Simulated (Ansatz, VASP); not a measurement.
Given: the input of a run of VASP 6.6.1 on RuS2.

File INCAR:

```
ALGO = Normal
EDIFF = 1E-6
ENCUT = 520
ISIF = 2
ISMEAR = 0
ISPIN = 2
LASPH = True
LCHARG = True
LELF = True
LMAXMIX = 4
LMIXTAU = True
LORBIT = 11
LREAL = False
LVHAR = True
LWAVE = False
MAGMOM = 1 -1 0 0 0 0
METAGGA = R2SCAN
NELM = 100
PREC = Accurate
SIGMA = 0.05
```

The input KPOINTS:

```
k-points
0
Gamma
  6 6 2
```

POSCAR

```
RuS2
1.0
    3.5211794000      0.0000000000      0.0000000000
   -1.7605897000      3.0494308100      0.0000000000
    0.0000000000      0.0000000000     11.3607863800
Ru S
2 4
Direct
    0.0000000000      0.0000000000      0.0000000000
    0.0000000000      0.0000000000      0.5000000000
    0.3333333333      0.6666666667      0.1260000000
    0.3333333333      0.6666666667      0.6260000000
    0.6666666667      0.3333333333      0.3740000000
    0.6666666667      0.3333333333      0.8740000000
```

Potentials or basis: VASP PAW PBE potentials, release 64 (Ru_pv, S).

Launch:

```console
$ cat potpaw_PBE.64/Ru_pv/POTCAR potpaw_PBE.64/S/POTCAR > POTCAR
$ mpirun -np 1 vasp_std > vasp.out
```

Problem. Translate it to Ansatz 0.2.0. Potentials there: Ansatz PAW.

Solution. As run (the cutoff follows the program's own potentials):

input.yaml

```yaml
crystal:
  lattice:
    - [3.5211794, 0.0, 0.0]
    - [-1.7605897, 3.04943081, 0.0]
    - [0.0, 0.0, 11.36078638]
  atoms:
    - { symbol: Ru, position: [0.0, 0.0, 0.0], spin: 1.0 }
    - { symbol: Ru, position: [0.0, 0.0, 0.5], spin: -1.0 }
    - { symbol: S, position: [0.3333333333, 0.6666666667, 0.126] }
    - { symbol: S, position: [0.3333333333, 0.6666666667, 0.626] }
    - { symbol: S, position: [0.6666666667, 0.3333333333, 0.374] }
    - { symbol: S, position: [0.6666666667, 0.3333333333, 0.874] }
hamiltonian:
  xc: r2scan
  pseudopotentials: { kind: paw }
magnetization:
  spin_polarized: true
kpoints:
  mp_grid: { grid: [6, 6, 2] }
scf:
  occupations: { method: gaussian, width: 0.05 }
output:
  forces: true
  stress: true
  eigenvalues: true
```

Potentials or basis: Ansatz PAW.

Command:

```sh
$ ansatz run input.yaml --threads 2 --pin off --max-ram 5632MiB --backend cpu --events-out ev --progress --plain --runs-dir out
```

Both were run:

|  | VASP | Ansatz | Ansatz less VASP |
| --- | --- | --- | --- |
| gap on the k mesh at the Fermi level (eV) | none | none | - |
| pressure (GPa) | -12.4 | -12.3 | +0.07 |
| largest component of the traceless stress (GPa) | 1.69 | 1.69 | +0.005 |
| rms of the force components (eV/Å) | 0.648 | 0.647 | -0.0014 |
| net moment per atom (μB) | 0.00 | 0.00 | 0.000 |
| size of the moment on the site where the two differ most (μB) | 1.45 | 1.34 | -0.114 |

Site moments also hang on the region over which each program counts them. Atom by atom the forces differ by 0.001 eV/Å (rms over components). A gap of «none» marks a metal or a gap that the smearing closes. The two sets of potentials don't hold the same shells in valence.

Caveats: the PAW data sets were made with another functional, which shifts forces and pressure a little (VASP); the magnetic or orbital state may not be the lowest (Ansatz); the PAW data sets come from PBE, with cores solved anew for the run's functional, which leaves a small shift of forces and pressure (Ansatz); forces of over 1 eV/Å show positions far from the minimum, so gaps and moduli don't describe the material at rest (Ansatz).
